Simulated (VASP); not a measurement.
# PbS (Galena): single point with PBE

The system is PbS (Galena).

```
Pb S
1.0
     4.19420    0.00000    0.00000
     2.09710    3.63229    0.00000
     2.09710    1.21076    3.42455
Pb S
1 1
Cartesian
  0.0000 0.0000 0.0000
  4.1942 2.4215 1.7123
```

| Item | Value |
| --- | --- |
| Program | VASP 6.6.1 |
| Task | single point |
| Functional | PBE |
| Potentials or basis | VASP PAW PBE potentials, release 64 (Pb_d, S) |
| Cutoff | 520 eV |
| k mesh | 8 × 8 × 8 |
| Occupations | gaussian, width 0.02 eV |
| Spin | no spin polarisation |

| Item | Value |
| --- | --- |
| Pressure | 2.2 GPa |
| Band gap on the k mesh | 0.36 eV, direct |

Levels at points of the mesh, in eV from the valence-band top:
```csv
k point,band 8,band 9,band 10,band 11,band 12,band 13
"(0.00, 0.00, 0.00)",-2.17,-2.17,-2.17,5.21,5.21,5.21
"(0.50, 0.00, 0.00)",-1.78,-1.78,0.00,0.36,1.96,1.96
"(0.50, 0.50, 0.00)",-5.20,-3.44,-3.44,3.86,5.58,5.68
```

Run time: 48 s on 1 thread of AMD EPYC 7R13 Processor (Zen 3), with other jobs on the host, peak memory 0.15 GiB.

Caveat: spin-orbit coupling is left out, which as a rule narrows the gap of such compounds by several tenths of an eV. A k mesh can miss the band edges.
